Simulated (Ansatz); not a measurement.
CaSe under changes of volume

One of the cells (25.829 Å³/atom); the others are scaled copies at fixed shape and fractional positions:

```
CELL_PARAMETERS angstrom
0.00000 2.95600 2.95600
2.95600 0.00000 2.95600
2.95600 2.95600 0.00000
ATOMIC_POSITIONS crystal
Se 0.50000 0.50000 0.50000
Ca 0.00000 0.00000 0.00000
```

- Program: Ansatz 0.2.0
- Functional: PBEsol
- Potentials or basis: all-electron LAPW, scalar-relativistic
- Cutoff: 171 eV (chosen from the basis error)
- Basis error allowed: 0.001 eV/atom
- k mesh: 8 × 8 × 8
- Occupations: fermi-dirac, width 0.05 eV
- Spin: no spin polarisation

```csv
volume (Å³/atom),energy over the lowest point (meV/atom),pressure (GPa),gap on the mesh (eV)
24.280,6.61,2.2,1.77
24.796,1.42,1.0,1.83
25.313,0.00,-0.1,1.88
25.829,?,?,?
26.346,7.03,-2.0,1.98
26.863,14.84,-2.8,2.03
27.379,25.13,-3.5,2.07
```

What does the run at 25.829 Å³/atom give?

Energy over the lowest point 1.99 meV/atom; pressure -1.1 GPa; gap on the mesh 1.93 eV.

Worked out: A Birch-Murnaghan fit of order 3 (a polynomial in V^(-2/3)) to the other rows has its minimum at 25.26 Å³/atom with B0 = V·E''(V) = 52 GPa and B' = 4.1. It gives 1.98 meV/atom at 25.829 Å³/atom, against the run's 1.99, and -dE/dV = -1.1 GPa, against -1.1. A straight line through the other rows of the gap, of slope 2.5 eV per unit of ln V, gives 1.93 eV, against the run's 1.93.

Energies are extrapolated to zero smearing.

A mesh can miss the band edges. Spin-orbit coupling on Se is left out.
